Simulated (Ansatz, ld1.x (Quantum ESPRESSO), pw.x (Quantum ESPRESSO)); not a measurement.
# Sb: one change to the TM potential, in the atom and in the bcc crystal

- Element: antimony (Sb)
- Generator: ld1.x (Quantum ESPRESSO) 7.5
- Type: norm-conserving Troullier–Martins (Kleinman–Bylander form)
- Functional: PBE
- Relativity: scalar-relativistic
- Frozen core: [Kr] 4d10
- Valence charge: 5
- Reference configuration: 5s2 5p3
- Partial waves: 5s (bound): rc 1.85 bohr; 5p (bound): rc 2.45 bohr
- Local potential: all-electron potential smoothed inside 2.05 bohr (lloc = -1)
- Core correction: a·sin(br)/r model core inside 1.65 bohr

Change: all radii but the core radius scaled by about 0.93 (s 1.72, p 2.28 bohr); local potential all-electron potential smoothed inside 1.92 bohr (lloc = -1).

Cutoffs, loose and tight: the cutoffs (Ry, on a coarse ladder) from which the occupation-weighted sum of valence levels, in a spherical-Bessel basis at the reference potential, stays within 10 and 1 mRy of its value at 400 Ry. They do not see the model core or the augmentation charge, which bear on the density cutoff. Test errors are all-electron minus pseudo excitation energies from the reference, over the configurations 5s2 5p2; 5s2 5p1; 5s2 5p0; 5s1 5p0; 5s2 5p3.3; 5s1 5p4; 5s2 5p2.5; variants that change the core or the reference have their own tests.

Crystal test: bcc Sb in pw.x 7.5, no spin, 12³ k-points, Fermi–Dirac smearing 0.01 Ry, cutoffs set for each file from its atomic test. The reference is all-electron LAPW (Ansatz 0.2.0) with the same functional, mesh and smearing; V0 and B0 come from Birch–Murnaghan fits to the pressures at five volumes. Errors are pseudo minus all-electron; Δ is the rms difference of the E(V) curves that follow from these fits, minima aligned, over ±6 % about the mean V0. Mesh and smearing are coarse, so the numbers serve the comparison and aren't converged zero-temperature values; the lattice is a test structure that the element need not adopt.

All-electron: a0 = 3.792 Å (V0 = 27.25 Å³/atom), B0 = 60.7 GPa.

Question: Does the change bring the crystal closer to the all-electron result?

Answer: The mean pressure error goes from -20.80 to -25.60 GPa, so the change moves the solid further from the all-electron pressures. Neither pressure curve crosses zero within the volumes sampled, so no fits are given.

```csv
quantity,base,changed
outcome (atom),generated,generated
"cutoff, loose (atom)",21 Ry,25 Ry
"cutoff, tight (atom)",35 Ry,50 Ry
bound ghosts (atom),none,"s, d"
largest test error (meV) (atom),-427,-201
cutoffs in pw.x (Ry),50/200,60/240
mean pressure error (GPa),-20.80,-25.60
```

Base: This is a poor potential for the solid. The pseudo pressure rises with volume over the whole range, a mechanical instability. Changed file: This is a poor potential for the solid. The pseudo pressure rises with volume over the whole range, a mechanical instability. Note: ghost states, extra bound levels that the all-electron valence spectrum of the same l lacks: s at -3.1 eV, d at -0.73 eV. A true bound ghost makes a file unfit for plane-wave use. The logarithmic derivative shows an extra or strongly shifted pseudo pole above the reference energy (s near -0.27 Ry).
